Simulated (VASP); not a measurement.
# Lu (Im-3m) in VASP: reference runs

Reference runs on Lu: the cell as given and a disturbed copy, and energy against volume gives the equilibrium volume and stiffness.

Everything below comes from runs of VASP 6.6.1. Logs are shortened: lines on timing, memory, paths and dates and some standing lists are left out, and cuts for length are marked.

### 1 Starting point

Symmetry: Im-3m, No. 229, cubic system. Conventional cell: a = 3.908 Å, b = 3.908 Å, c = 3.908 Å, α = 90.00°, β = 90.00°, γ = 90.00°. Around Lu (site symmetry m-3m) lie 8 Lu at 3.38 Å.

This isn't the form of Lu at room conditions, which is hcp.

### 2 Single point, PBE

The input, INCAR:

```
SYSTEM = Lu
  PREC = Accurate
  ENCUT = 520
  EDIFF = 1E-7
  ISMEAR = -1
  SIGMA = 0.05
  LREAL = .FALSE.
  LASPH = .TRUE.
  NELM = 100
  ALGO = Normal
  ISIF = 2
  LWAVE = .FALSE.
  LCHARG = .FALSE.
  GGA = PE
  NBANDS = 18
```

The input, KPOINTS:

```
Automatic mesh
0
G
  10 10 10
  0 0 0
```

The input, POSCAR:

```
Lu
1.0
   -1.9541071088      1.9541071088      1.9541071088
    1.9541071088     -1.9541071088      1.9541071088
    1.9541071088      1.9541071088     -1.9541071088
Lu
1
Direct
    0.0000000000      0.0000000000      0.0000000000
```

Potentials or basis: VASP PAW PBE potentials, release 64 (Lu).

Run with:

```sh
cat potpaw_PBE.64/Lu/POTCAR > POTCAR
mpirun -np 1 vasp_std > vasp.out
```

OUTCAR:

```text
SYSTEM = Lu
   PREC = Accurate
   ENCUT = 520
   EDIFF = 1E-7
   ISMEAR = -1
   LREAL = .FALSE.
   LASPH = .TRUE.
   NELM = 100
   ISIF = 2
   GGA = PE

 ion  position               nearest neighbor table
   1  0.000  0.000  0.000-

  LATTYP: Found a body centered cubic cell.
 ALAT       =     3.9082142176

  Lattice vectors:

 A1 = (  -1.9541071088,   1.9541071088,   1.9541071088)
 A2 = (   1.9541071088,  -1.9541071088,   1.9541071088)
 A3 = (   1.9541071088,   1.9541071088,  -1.9541071088)

Analysis of symmetry for initial positions (statically):
=====================================================================
 Subroutine PRICEL returns:
 Original cell was already a primitive cell.

 Routine SETGRP: Setting up the symmetry group for a
 body centered cubic supercell.

 Subroutine GETGRP returns: Found 48 space group operations
 (whereof 48 operations were pure point group operations)
 out of a pool of 48 trial point group operations.

The static configuration has the point symmetry O_h .

Analysis of symmetry for dynamics (positions and initial velocities):
=====================================================================
 Subroutine PRICEL returns:
 Original cell was already a primitive cell.

 Routine SETGRP: Setting up the symmetry group for a
 body centered cubic supercell.

 Subroutine GETGRP returns: Found 48 space group operations
 (whereof 48 operations were pure point group operations)
 out of a pool of 48 trial point group operations.

The dynamic configuration has the point symmetry O_h .

 Subroutine INISYM returns: Found 48 space group operations
 (whereof 48 operations are pure point group operations),
 and found     1 'primitive' translations

----------------------------------------------------------------------------------------

                                     Primitive cell

  volume of cell :      29.8473

  direct lattice vectors                    reciprocal lattice vectors
    -1.954107109  1.954107109  1.954107109     0.000000000  0.255871338  0.255871338
     1.954107109 -1.954107109  1.954107109     0.255871338  0.000000000  0.255871338
     1.954107109  1.954107109 -1.954107109     0.255871338  0.255871338  0.000000000

  length of vectors
     3.384612796  3.384612796  3.384612796     0.361856716  0.361856716  0.361856716

  position of ions in fractional coordinates (direct lattice)
     0.000000000  0.000000000  0.000000000

  ion indices of the primitive-cell ions
   primitive index   ion index
                 1           1

----------------------------------------------------------------------------------------

 KPOINTS: Automatic mesh

Automatic generation of k-mesh.
 Grid dimensions read from file:
 generate k-points for:   10   10   10

 Generating k-lattice:

  Cartesian coordinates                     Fractional coordinates (reciprocal lattice)
     0.000000000  0.025587134  0.025587134     0.100000000  0.000000000  0.000000000
     0.025587134  0.000000000  0.025587134     0.000000000  0.100000000  0.000000000
     0.025587134  0.025587134  0.000000000     0.000000000  0.000000000  0.100000000

  Length of vectors
     0.036185672  0.036185672  0.036185672

  Shift w.r.t. Gamma in fractional coordinates (k-lattice)
     0.000000000  0.000000000  0.000000000

 Subroutine IBZKPT returns following result:
 ===========================================

 Found     47 irreducible k-points:

 Following reciprocal coordinates:
            Coordinates               Weight
  0.000000  0.000000  0.000000      1.000000
  0.100000  0.000000  0.000000     12.000000
  0.200000  0.000000  0.000000     12.000000
  0.300000  0.000000  0.000000     12.000000
  0.400000  0.000000  0.000000     12.000000
  0.500000  0.000000  0.000000      6.000000
[... 39 lines left out ...]
  0.500000  0.500000  0.400000     12.000000
  0.500000  0.500000  0.500000      1.000000
   k-points           NKPTS =     47   k-points in BZ     NKDIM =     47   number of bands    NBANDS=     18
   number of dos      NEDOS =    301   number of ions     NIONS =      1
   total plane-waves  NPLWV =  21952
   dimension x,y,z NGX =    28 NGY =   28 NGZ =   28
   dimension x,y,z NGXF=    56 NGYF=   56 NGZF=   56
   ions per type =               1
   NGX,Y,Z   is equivalent  to a cutoff of  13.75, 13.75, 13.75 a.u.
   NGXF,Y,Z  is equivalent  to a cutoff of  27.51, 27.51, 27.51 a.u.
 SYSTEM =  Lu
   PREC   = accura    normal or accurate (medium, high low for compatibility)
   ISTART =      0    job   : 0-new  1-cont  2-samecut
   ICHARG =      2    charge: 1-file 2-atom 10-const
   ISPIN  =      1    spin polarized calculation?
   LNONCOLLINEAR =      F non collinear calculations
   LSORBIT =      F    spin-orbit coupling
   LASPH  =      T    aspherical Exc in radial PAW
   ENCUT  =  520.0 eV  38.22 Ry    6.18 a.u.   6.29  6.29  6.29*2*pi/ulx,y,z
   NELM   =    100;   NELMIN=  2; NELMDL= -5     # of ELM steps
   EDIFF  = 0.1E-06   stopping-criterion for ELM
   LREAL  =      F    real-space projection
   EDIFFG = 0.1E-05   stopping-criterion for IOM
   NSW    =      0    number of steps for IOM
   IBRION =     -1    ionic relax: 0-MD 1-quasi-New 2-CG
   NFREE  =      0    steps in history (QN), initial steepest desc. (CG)
   ISIF   =      2    stress and relaxation
   ISYM   =      2    0-nonsym 1-usesym 2-fastsym
   POTIM  = 0.5000    time-step for ionic-motion
   TEBEG  =    0.0;   TEEND  =   0.0 temperature during run
   PSTRESS=    0.0 pullay stress
   NELECT =      25.0000    total number of electrons
   NUPDOWN=      -1.0000    fix difference up-down
   EMIN   =  10.00;   EMAX   =-10.00  energy-range for DOS
   EFERMI =   0.00;   METHOD = LEGACY
   ISMEAR =    -1;   SIGMA  =   0.05  broadening in eV -4-tet -1-fermi 0-gaus
   EFERMI_NEDOS =   21; number of points for ismear=-14 and -15
   IALGO  =     38    algorithm
   IMIX   =      4    mixing-type and parameters
     AMIX     =   0.40;   BMIX     =  1.00
     AMIX_MAG =   1.60;   BMIX_MAG =  1.00
  volume/ion in A,a.u.               =      29.85       201.42
  Fermi-wavevector in a.u.,A,eV,Ry     =   1.543191  2.916209 32.401456  2.381440
  Thomas-Fermi vector in A             =   2.648889
   LORBIT       =      0    0 simple, 1 ext, 2 COOP (PROOUT), +10 PAW based schemes
   GGA     = PE    functional components
   LHFCALC =     F    Hartree Fock is set to
   AEXX    =    0.0000 exact exchange contribution
   IVDW    =     0    specifies the selected vdW correction
   LEPSILON=     F    determine dielectric tensor
   LRPA    =     F    only Hartree local field effects (RPA)
 non-spin polarized calculation
  energy-cutoff  :      520.00
  volume of cell :       29.85
 maximum number of plane-waves:       818
 NGX is ok and might be reduce to    28
   NGX = 13   NGY = 13   NGZ = 13

 number of electron      24.9999996 magnetization

 Free energy of the ion-electron system (eV)
  ---------------------------------------------------
  ext. energy  EPLUGINS =         0.00000000
  ---------------------------------------------------
  free energy    TOTEN  =        -4.38871243 eV

  energy without entropy =       -4.36963594  energy(sigma->0) =       -4.37917419

 E-fermi :   2.2738     XC(G=0): -10.5565

 val. band max:        2.2725259639   @ k =   0.2000   0.2000   0.1000
 cond. band min:       2.2913135192   @ k =   0.4000   0.2000  -0.0000
 fundamental gap:      0.0187875553
 Fermi energy:         2.2738442037

 k-point     1 :       0.0000    0.0000    0.0000
  band No.  band energies     occupation
      1     -54.1827      2.00000
      2     -24.6142      2.00000
      3     -24.6142      2.00000
      4     -24.6142      2.00000
      5      -3.8161      2.00000
      6      -2.9308      2.00000
[... 10 lines left out ...]
     17       6.5588      0.00000
     18      13.8197      0.00000

 k-point     2 :       0.1000    0.0000    0.0000
  band No.  band energies     occupation
      1     -54.1800      2.00000
      2     -24.6598      2.00000
      3     -24.6289      2.00000
      4     -24.6143      2.00000
      5      -3.5328      2.00000
      6      -2.9284      2.00000
[... 10 lines left out ...]
     17       6.5595      0.00000
     18      14.0783      0.00000

 k-point     3 :       0.2000    0.0000    0.0000
  band No.  band energies     occupation
      1     -54.1728      2.00000
      2     -24.7768      2.00000
      3     -24.6670      2.00000
      4     -24.6145      2.00000
      5      -2.9233      2.00000
      6      -2.9128      2.00000
[... 10 lines left out ...]
     17       6.6141      0.00000
     18      14.1653      0.00000

 k-point     4 :       0.3000    0.0000    0.0000
  band No.  band energies     occupation
      1     -54.1640      2.00000
      2     -24.9174      2.00000
      3     -24.7137      2.00000
      4     -24.6148      2.00000
      5      -2.9203      2.00000
      6      -2.8974      2.00000
[... 10 lines left out ...]
     17       6.8030      0.00000
     18      12.9571      0.00000

 k-point     5 :       0.4000    0.0000    0.0000
  band No.  band energies     occupation
      1     -54.1568      2.00000
      2     -25.0280      2.00000
      3     -24.7511      2.00000
      4     -24.6150      2.00000
      5      -2.9210      2.00000
      6      -2.9053      2.00000
[... 10 lines left out ...]
     17       8.3266      0.00000
     18      11.1399      0.00000

 k-point     6 :       0.5000    0.0000    0.0000
  band No.  band energies     occupation
      1     -54.1541      2.00000
      2     -25.0696      2.00000
      3     -24.7653      2.00000
      4     -24.6151      2.00000
      5      -2.9219      2.00000
      6      -2.9117      2.00000
[... 643 lines left out ...]
 k-point    37 :      -0.3000    0.4000    0.2000
  band No.  band energies     occupation
      1     -54.1485      2.00000
      2     -24.9502      2.00000
      3     -24.8312      2.00000
      4     -24.7569      2.00000
      5      -2.9152      2.00000
      6      -2.8969      2.00000
[... 10 lines left out ...]
     17       7.6763      0.00000
     18      11.8704      0.00000

 k-point    38 :       0.5000    0.5000    0.2000
  band No.  band energies     occupation
      1     -54.1465      2.00000
      2     -25.0247      2.00000
      3     -24.8259      2.00000
      4     -24.7296      2.00000
      5      -2.9214      2.00000
      6      -2.9070      2.00000
[... 10 lines left out ...]
     17       9.0299      0.00000
     18      10.2046      0.00000

 k-point    39 :      -0.4000    0.5000    0.2000
  band No.  band energies     occupation
      1     -54.1441      2.00000
      2     -24.9892      2.00000
      3     -24.8745      2.00000
      4     -24.7562      2.00000
      5      -2.9254      2.00000
      6      -2.8989      2.00000
[... 10 lines left out ...]
     17       9.1546      0.00000
     18      10.1325      0.00000

 k-point    40 :      -0.4000   -0.4000    0.2000
  band No.  band energies     occupation
      1     -54.1422      2.00000
      2     -24.9476      2.00000
      3     -24.9476      2.00000
      4     -24.7581      2.00000
      5      -2.9294      2.00000
      6      -2.8935      2.00000
[... 10 lines left out ...]
     17       9.0487      0.00000
     18      10.7553      0.00000

 [... further k-points ...]

------------------------ aborting loop because EDIFF is reached ----------------------------------------

  FORCE on cell =-STRESS in cart. coord.  units (eV):
  Direction    XX          YY          ZZ          XY          YZ          ZX
  --------------------------------------------------------------------------------------
  -------------------------------------------------------------------------------------
  Total       -0.0477174     -0.0477174     -0.0477174      0.0000000      0.0000000      0.0000000
  in kB       -2.5614270     -2.5614270     -2.5614270      0.0000000      0.0000000      0.0000000
  external PRESSURE =      -2.5614270 kB  Pullay stress =       0.0000000 kB

 VOLUME and BASIS-vectors are now :
 -----------------------------------------------------------------------------
  energy-cutoff  :      520.00
  volume of cell :       29.85
      direct lattice vectors                 reciprocal lattice vectors
    -1.954107109  1.954107109  1.954107109     0.000000000  0.255871338  0.255871338
     1.954107109 -1.954107109  1.954107109     0.255871338  0.000000000  0.255871338
     1.954107109  1.954107109 -1.954107109     0.255871338  0.255871338  0.000000000

 POSITION                                       TOTAL-FORCE (eV/Angst)
 -----------------------------------------------------------------------------------
      0.00000      0.00000      0.00000         0.000000      0.000000     -0.000000
 -----------------------------------------------------------------------------------
    total drift:                               -0.000000     -0.000000     -0.000000

  FREE ENERGIE OF THE ION-ELECTRON SYSTEM (eV)
  ---------------------------------------------------
  free  energy   TOTEN  =        -4.3887124344 eV

  energy  without entropy=       -4.3696359387  energy(sigma->0) =       -4.37917419
```

It took 16 s on 1 thread of Intel Xeon Platinum 8559C (Emerald Rapids), shared host; peak memory 0.18 GiB.

What came out:

```yaml
Free_energy: -4.3887 eV
Pressure: -0.3 GPa
Band_gap_on_the_k_mesh: none (metal or under the smearing width)
```

The run has no spin-orbit coupling, so splittings on Lu are missing.

### 3 Single point, PBE (cell strained at random at fixed volume)

The input, INCAR:

```
SYSTEM = Lu
  PREC = Accurate
  ENCUT = 520
  EDIFF = 1E-7
  ISMEAR = -1
  SIGMA = 0.05
  LREAL = .False.
  LASPH = .True.
  NELM = 60
  ALGO = Normal
  ISIF = 2
  LWAVE = .False.
  LCHARG = .False.
  GGA = PE
  NBANDS = 18
```

The input, KPOINTS:

```
regular mesh
0
Gamma
  10 10 10
  0 0 0
```

The input, POSCAR:

```
Lu
1.0
   -1.9615060000      1.9859890000      1.9550570000
    1.9723800000     -1.9805730000      1.9605140000
    1.9161400000      1.9352070000     -1.9496410000
Lu
1
Direct
    0.0028740000      0.0105570000      0.0029550000
```

Potentials or basis: VASP PAW PBE potentials, release 64 (Lu).

Run with:

```sh
cat potpaw_PBE.64/Lu/POTCAR > POTCAR
mpirun -np 1 vasp_std > vasp.out
```

OUTCAR:

```text
SYSTEM = Lu
   PREC = Accurate
   ENCUT = 520
   EDIFF = 1E-7
   ISMEAR = -1
   LREAL = .False.
   LASPH = .True.
   NELM = 60
   ISIF = 2
   GGA = PE

 ion  position               nearest neighbor table
   1  0.003  0.011  0.003-

  LATTYP: Found a triclinic cell.
 ALAT       =     3.3492862913
 B/A-ratio  =     1.6296663426
 C/A-ratio  =     1.0193728632
 COS(alpha) =     0.0034487968
 COS(beta)  =     0.3389373082
 COS(gamma) =     0.8113716066

  Lattice vectors:

 A1 = (  -1.9161400000,  -1.9352070000,   1.9496410000)
 A2 = (  -3.8431540000,  -3.8758300000,  -0.0162890000)
 A3 = (   1.9723800000,  -1.9805730000,   1.9605140000)

Analysis of symmetry for initial positions (statically):
=====================================================================
 Subroutine PRICEL returns:
 Original cell was already a primitive cell.

 Routine SETGRP: Setting up the symmetry group for a
 triclinic supercell.

 Subroutine GETGRP returns: Found  2 space group operations
 (whereof  1 operations were pure point group operations)
 out of a pool of  2 trial point group operations.

The static configuration has the point symmetry C_1 .
 The point group associated with its full space group is S_2 .

Analysis of symmetry for dynamics (positions and initial velocities):
=====================================================================
 Subroutine PRICEL returns:
 Original cell was already a primitive cell.

 Routine SETGRP: Setting up the symmetry group for a
 triclinic supercell.

 Subroutine GETGRP returns: Found  2 space group operations
 (whereof  1 operations were pure point group operations)
 out of a pool of  2 trial point group operations.

The dynamic configuration has the point symmetry C_1 .
[... 136 lines left out ...]
   NUPDOWN=      -1.0000    fix difference up-down
   EMIN   =  10.00;   EMAX   =-10.00  energy-range for DOS
   EFERMI =   0.00;   METHOD = LEGACY
   ISMEAR =    -1;   SIGMA  =   0.05  broadening in eV -4-tet -1-fermi 0-gaus
   EFERMI_NEDOS =   21; number of points for ismear=-14 and -15
   IALGO  =     38    algorithm
   IMIX   =      4    mixing-type and parameters
     AMIX     =   0.40;   BMIX     =  1.00
     AMIX_MAG =   1.60;   BMIX_MAG =  1.00
  volume/ion in A,a.u.               =      29.85       201.42
  Fermi-wavevector in a.u.,A,eV,Ry     =   1.543191  2.916209 32.401454  2.381440
  Thomas-Fermi vector in A             =   2.648889
   LORBIT       =      0    0 simple, 1 ext, 2 COOP (PROOUT), +10 PAW based schemes
   GGA     = PE    functional components
   LHFCALC =     F    Hartree Fock is set to
   AEXX    =    0.0000 exact exchange contribution
   IVDW    =     0    specifies the selected vdW correction
   LEPSILON=     F    determine dielectric tensor
   LRPA    =     F    only Hartree local field effects (RPA)
 non-spin polarized calculation
  energy-cutoff  :      520.00
  volume of cell :       29.85
 maximum number of plane-waves:       819
 NGX is ok and might be reduce to    28
   NGX = 13   NGY = 13   NGZ = 13

 number of electron      24.9999998 magnetization

 Free energy of the ion-electron system (eV)
  ---------------------------------------------------
  ext. energy  EPLUGINS =         0.00000000
  ---------------------------------------------------
  free energy    TOTEN  =        -4.38738318 eV

  energy without entropy =       -4.36849443  energy(sigma->0) =       -4.37793880

 E-fermi :   2.2747     XC(G=0): -10.5564

 val. band max:        2.2741308658   @ k =   0.2000   0.0000   0.3000
 cond. band min:       2.2749568478   @ k =   0.2000   0.5000   0.2000
 fundamental gap:      0.0008259820
 Fermi energy:         2.2746741303

 k-point     1 :       0.0000    0.0000    0.0000
  band No.  band energies     occupation
      1     -54.1840      2.00000
      2     -24.6166      2.00000
      3     -24.6155      2.00000
      4     -24.6134      2.00000
      5      -3.8160      2.00000
      6      -2.9380      2.00000
[... 817 lines left out ...]
      5      -2.9153      2.00000
      6      -2.9058      2.00000
[... 10 lines left out ...]
     17       8.3433      0.00000
     18      10.3823      0.00000

 [... further k-points ...]

------------------------ aborting loop because EDIFF is reached ----------------------------------------

  FORCE on cell =-STRESS in cart. coord.  units (eV):
  Direction    XX          YY          ZZ          XY          YZ          ZX
  --------------------------------------------------------------------------------------
  -------------------------------------------------------------------------------------
  Total       -0.0568603     -0.0459819     -0.0441159      0.1129047     -0.0110832     -0.0248986
  in kB       -3.0522110     -2.4682690     -2.3681024      6.0606284     -0.5949357     -1.3365338
  external PRESSURE =      -2.6295275 kB  Pullay stress =       0.0000000 kB

 VOLUME and BASIS-vectors are now :
 -----------------------------------------------------------------------------
  energy-cutoff  :      520.00
  volume of cell :       29.85
      direct lattice vectors                 reciprocal lattice vectors
    -1.961506000  1.985989000  1.955057000     0.002258358  0.254698107  0.255032024
     1.972380000 -1.980573000  1.960514000     0.256485651  0.002615633  0.254674684
     1.916140000  1.935207000 -1.949641000     0.260180684  0.258035865 -0.001079466

 POSITION                                       TOTAL-FORCE (eV/Angst)
 -----------------------------------------------------------------------------------
      0.02085     -0.00948      0.02055         0.000000      0.000000      0.000000
 -----------------------------------------------------------------------------------
    total drift:                                0.000026      0.000002     -0.000018

  FREE ENERGIE OF THE ION-ELECTRON SYSTEM (eV)
  ---------------------------------------------------
  free  energy   TOTEN  =        -4.3873831756 eV

  energy  without entropy=       -4.3684944328  energy(sigma->0) =       -4.37793880
```

Wall time 2.6 min (1 thread of Intel Xeon Platinum 8559C (Emerald Rapids), shared host); peak memory 0.38 GiB.

Results:

```yaml
Free_energy: -4.3874 eV
Pressure: -0.3 GPa
Band_gap_on_the_k_mesh: none (metal or under the smearing width)
```

The run has no spin-orbit coupling, so splittings on Lu are missing.

(Continued in part 2 of 2.)
